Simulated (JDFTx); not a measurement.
Fe:

```xyz
1
Lattice="-1.4430 1.4430 1.4430 1.4430 -1.4430 1.4430 1.4430 1.4430 -1.4430" Properties=species:S:1:pos:R:3 pbc="T T T"
Fe    0.0000    0.0000    0.0000
```

| Item | Value |
| --- | --- |
| Program | JDFTx 1.7.0 (patched build) |
| Task | relaxation of cell and atoms |
| Functional | PBE |
| Potentials or basis | PseudoDojo-SR-PBE-0.5-standard with smoothed tails |
| Cutoff | 1225 eV |
| Density cutoff | 4898 eV |
| k mesh | 10 × 10 × 10 |
| Occupations | fermi-dirac, width 0.05 eV |
| Spin | no spin polarisation |

At the start: pressure -26.9 GPa; volume 12.02 Å³/atom.

Task: Where does the relaxation end?

Result: Over 6 steps the energy falls by 146.4 meV/atom and the volume is 10.48 Å³/atom (-12.8 %); space group Im-3m (No. 229, to 0.05 Å).

The path:
| step | energy change (eV) | largest force (eV/Å) | pressure (GPa) | volume (Å³) |
| --- | --- | --- | --- | --- |
| 1 | 0.0000 | 0.0000 | -26.93 | 12.02 |
| 2 | -0.0642 | 0.0000 | -21.57 | 11.60 |
| 3 | -0.1440 | 0.0000 | 4.62 | 10.31 |
| 4 | -0.1464 | 0.0000 | -0.08 | 10.49 |
| 5 | -0.1464 | 0.0000 | -0.01 | 10.48 |
| 6 | -0.1464 | 0.0000 | 0.00 | 10.48 |

Final structure:
```
Fe
1.0
    -1.37871    1.37871    1.37871
     1.37871   -1.37871    1.37871
     1.37871    1.37871   -1.37871
Fe
1
Direct
  0.00000 0.00000 0.00000
```

Caveat: the plane waves are those of the starting cell, so after so large a change of volume the result is rough; the run has no spin polarisation, though such a crystal can be magnetic.
